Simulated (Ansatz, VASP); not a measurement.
# Mg: VASP beside Ansatz

```xyz
4
Lattice="3.2676 0.0000 0.0000 -1.6338 2.8299 0.0000 0.0000 0.0000 10.6297" Properties=species:S:1:pos:R:3 pbc="T T T"
Mg    3.2676    0.0000   10.6297
Mg    1.6338    2.8299    5.3148
Mg    0.0000    1.8866    2.6574
Mg    1.6338    0.9433    7.9723
```

Alike in both runs: task single point; functional revPBE; k mesh 13 × 13 × 4; occupations fermi-dirac, width 0.1 eV; no spin polarisation.

|  | VASP | Ansatz |
| --- | --- | --- |
| version | VASP 6.6.1 | Ansatz 0.2.0 |
| potentials or method | VASP PAW PBE potentials, release 64 (Mg) | plane waves (420 eV) with PAW, scalar-relativistic |
| plane-wave cutoff (eV) | 520 | 420 |
| valence electrons in the cell | 8 | 40 |

Ansatz gave:

| Property | Result |
| --- | --- |
| pressure (GPa) | -1.2 |

**Question.** What did VASP give for the same quantities?

**Answer.** Pressure (GPa): -1.3.

The two sets of potentials don't hold the same shells in valence.

Caveats: the PAW data sets were made with another functional, which shifts forces and pressure a little (VASP).
